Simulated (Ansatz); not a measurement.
input.yaml (Ansatz)

```yaml
crystal:
  lattice:
    - [2.132407926, 1.2311462901, 2.0260532828]
    - [-2.132407926, 1.2311462901, 2.0260532828]
    - [0.0, -2.4622925802, 2.0260532828]
  atoms:
    - { symbol: Hg, position: [0.0, 1.0, 0.0] }
hamiltonian:
  xc: pbe
  pseudopotentials:
    kind: paw
    azcp:
      Hg: "pseudopotentials/Hg.paw.azcp"
basis:
  ecutwfc: 420
  fft_grid_basis: typed
kpoints:
  mp_grid: { grid: [17, 17, 17], shift: [0, 0, 0] }
magnetization:
  spin_polarized: false
scf:
  occupations: { method: fermi_dirac, width: 0.1 }
output:
  stress: true
```

Terminal output

```
Engine: ansatz 0.2.0, x86_64-unknown-linux-gnu
Pseudopotentials: kind: paw
Pseudopotential: Hg, paw, valence charge 20, recommended cutoff 420 eV (normal) 
Functional definition: PBE
  parameter kappa = 0.804
  parameter beta = 0.06672455060314922
  exchange = pbe_x(kappa = kappa, mu = beta*pi^2/3)
  correlation = pbe_c(beta = beta)
Crystal: 1 atoms, lattice volume = 31.914 Å³
Basis set: ecut = 420 eV, 625 PW (Γ)
Bands: 14, of which v1, the nominal top of the filled ones, is band 10 counted from 1 (9 counted from 0)
Symmetry: 12 space group operations
Space group: R-3m (ITA 166), of the structure as read, at distance tolerance 3.2e-5 Å
k-points: 489 of 4913
Non-local potential: Hg, projectors of the file, l = 0: 3, l = 1: 2, l = 2: 2, l = 3: 1
PAW form: soft (Blöchl's): semilocal exchange-correlation on the pseudo side does not see the compensation charge
PAW one-centre angular grid: Hg, 590 points (default); XC on 64 Gauss nodes
Initial density: superposition of atomic densities (neutral atoms: chi_scale 0, normalization atom), corrected by the library's trained network
Initial wavefunctions: pseudopotential atomic-orbital guess
Functional: x = pbe(κ = 0.804, μ = 0.2195149727645171), c = pbe(β = 0.06672455060314922)
SCF iter   1: F=—  HF=-13813.441571 eV  |F-HF|=—  |Δ(HF+E_count)|=         —  Δρ=6.29e-4  dr2=8.31e-5  ethr=1.77e-3  ⟨swp⟩=5.6  Hψ=35129  notcnv=0
SCF iter   2: F=—  HF=-13813.442075 eV  |F-HF|=—  |Δ(HF+E_count)|=   5.04e-4  Δρ=3.39e-4  dr2=3.16e-5  ethr=4.16e-7  ⟨swp⟩=2.6  Hψ=16256  notcnv=0
SCF iter   3: F=—  HF=-13813.442143 eV  |F-HF|=—  |Δ(HF+E_count)|=   6.76e-5  Δρ=1.71e-4  dr2=8.25e-6  ethr=1.58e-7  ⟨swp⟩=2.0  Hψ=9711  notcnv=0
iter 4 did not close the SCF: its close was put off for the readings that it lacked (scf_convergence_deferred on its scf_iter line)
SCF iter   4: F=-13813.442146 eV  HF=-13813.442146 eV  |F-HF|=2.48e-7  |Δ(HF+E_count)|=   3.24e-6  Δρ=2.23e-5  dr2=7.71e-8  ethr=4.13e-8  ⟨swp⟩=2.0  Hψ=9833  notcnv=0
iter 5 did not close the SCF: its close was put off for the readings that it lacked (scf_convergence_deferred on its scf_iter line)
SCF iter   5: F=-13813.442146 eV  HF=-13813.442146 eV  |F-HF|=1.48e-8  |Δ(HF+E_count)|=   2.94e-7  Δρ=7.26e-6  dr2=2.39e-8  ethr=3.86e-10  ⟨swp⟩=2.0  Hψ=9850  notcnv=0
SCF iter   6: F=-13813.442146 eV  HF=-13813.442146 eV  |F-HF|=6.77e-10  |Δ(HF+E_count)|=   3.99e-9  Δρ=1.55e-6  dr2=9.73e-10  ethr=1.20e-10  ⟨swp⟩=1.9  Hψ=21048  notcnv=0
SCF 1 converged in 6 iterations: F = -13813.442146 eV  dr2 = 9.73e-10
SCF converged after 6 iterations
Free energy (F): -13813.442146 eV
Harris-Foulkes:  -13813.442146 eV  (|F-HF|=6.77e-10)
Internal energy: -13813.433017 eV  (E = F + TS)
E sigma→0 (E₀):  -13813.437582 eV
Entropy (-TS):   -0.009129 eV (-9.129 meV/atom)
Fermi energy:    9.814256 eV
--- Per-component energies (eV) ---
  E_band       = -480.292883
  E_kinetic    = 604.280223
  E_local      = -3036.863138  (includes V_loc(G=0)·N_el)
  E_nonlocal   = 72.554080
  E_hartree    = 1292.705563
  E_xc         = -220.191030
  E_vxc        = -261.845017  (∫ρ·V_xc dr)
  E_paw        = -9945.382368  (= ΣΔE_a)
  E_vpaw       = -443.828893  (= ΣTr[D̂ρ^β])
  E_aug_tail   = 0.000938  (compensation charges beyond the density's cutoff)
  E_ewald      = -2580.537285
  E_smearing   = -0.009129  (= −TS)
  E_closure    = 0.000000  (closes the sum)
  Σ components = -13813.442146   (vs F -13813.442146, Δ=0.00e0)
--- Stress (GPa, compression-positive) ---
       -0.603957       0.000000       0.000000
        0.000000      -0.603957      -0.000000
        0.000000      -0.000000      -0.740351
  P = ⅓ Tr σ = -0.6494 GPa (-6.494 kbar)
```
